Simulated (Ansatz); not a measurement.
Structure types of Ir compared at 140 GPa

Structure types of Ir are relaxed in primitive cells with their symmetry kept at 140 GPa, first on PAW files, then by LAPW. The enthalpy is E + pV at zero temperature, without zero-point motion. Only the types listed were tried, and differences under about 5 meV/atom are mesh noise.

All numbers are PBE results (scalar-relativistic) from Ansatz 0.2.0, with Fermi–Dirac smearing of 0.08 eV, no spin polarisation. Methods: LAPW: all electrons, basis error target 0.5 meV/atom; PAW: frozen-core files, cutoff 420 eV.

k meshes: fcc 18×18×18, bcc 19×19×19, hcp 17×17×9, simple hexagonal 18×18×17, sc 16×16×16, diamond 14×14×14.

Spin–orbit coupling is left out, which matters for the heavy atoms.

Problem. Order the types by LAPW enthalpy, lowest first.
A. sc
B. simple hexagonal
C. diamond
D. hcp
E. fcc
F. bcc

Solution. E (0 meV/atom), D (116 meV/atom), F (920 meV/atom), B (1371 meV/atom), A (2464 meV/atom), C (5324 meV/atom).

```csv
start type,ends as,"a, b, c (Å)",V (Å³/atom),"H − H(lowest), LAPW (meV/atom)","same, PAW"
fcc,"fcc, Fm-3m","3.587, 3.587, 3.587",11.54,0.0,0.0
bcc,"bcc, Im-3m","2.864, 2.864, 2.864",11.75,920.1,920.7
hcp,"hcp, P6_3/mmc","2.543, 2.543, 4.134",11.58,116.2,116.3
simple hexagonal,"simple hexagonal, P6/mmm","2.452, 2.452, 2.352",12.24,1371.3,1369.4
sc,"sc, Pm-3m","2.338, 2.338, 2.338",12.79,2464.5,2461.7
diamond,"diamond, Fd-3m","4.977, 4.977, 4.977",15.41,5324.4,5317.9
```

Problem. Split the lead of fcc over hcp into energy and pV.

Solution. For hcp less fcc: ΔE = +84.8 meV/atom, and p·ΔV = 140 GPa × +0.0360 Å³ × 6.242 meV/(GPa·Å³) = +31.4 meV/atom, together 116.2 meV/atom. fcc wins on both counts.
